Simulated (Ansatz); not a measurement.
Generalised stacking fault in AlN

All numbers below come from Ansatz 0.2.0, DFT PBE, scalar-relativistic, plane waves, PAW. The runs took a 420 eV cutoff, a Γ-centred 8×8×3 mesh and Gaussian smearing (0.05 eV). No spin polarisation. Energies are free energies at this smearing, counted from the undisturbed cell; pressure is positive in compression.

The undisturbed cell (relaxed at this level):

```xyz
8
Lattice="-3.1302 0.0000 0.0000 -1.5651 -2.7109 0.0000 0.0000 0.0000 10.0360" Properties=species:S:1:pos:R:3 pbc="T T T"
Al   -1.5651   -0.9036    9.0787
Al   -1.5651   -0.9036    4.0607
Al   -3.1302   -1.8072    1.5517
Al   -3.1302   -1.8072    6.5697
N    -1.5651   -0.9036    0.9573
N    -1.5651   -0.9036    5.9753
N    -3.1302   -1.8072    3.4663
N    -3.1302   -1.8072    8.4843
```

The cut lies on the cell's a–b face, a (0 0 1) plane (indices in the standard cell, whose axes needn't be the Cartesian ones shown) of area 8.49 Å², between layers 1.91 Å apart. Vector c is tilted by f times 1·a + 1·b (length 5.422 Å) with the atoms' Cartesian places fixed: one unrelaxed fault a cell.

| f | γ (mJ/m²) |
| --- | --- |
| 0.0000 | 0 |
| 0.0833 | 449 |
| 0.1667 | 1681 |
| 0.2500 | 3086 |
| 0.3333 | 3694 |
| 0.4167 | 3267 |
| 0.5000 | 2747 |
| 0.5833 | 2743 |
| 0.6667 | 2907 |
| 0.7500 | 2552 |
| 0.8333 | 1519 |
| 0.9167 | 433 |

Question: Predict the shear traction, the slope of γ along the slip (GPa) at each point.

Answer:
```
     f shear traction, the slope of γ along the slip (GPa)
0.0000                                                  0.0
0.0833                                                 19.7
0.1667                                                 32.6
0.2500                                                 25.6
0.3333                                                  0.0
0.4167                                                -14.5
0.5000                                                 -6.1
0.5833                                                  4.4
0.6667                                                  0.0
0.7500                                                -16.4
0.8333                                                -26.7
0.9167                                                -18.5
```

Cost: 12 runs of about 0.89 core-minutes in all, on Intel Xeon Platinum 8581C (Emerald Rapids) (shared hosts).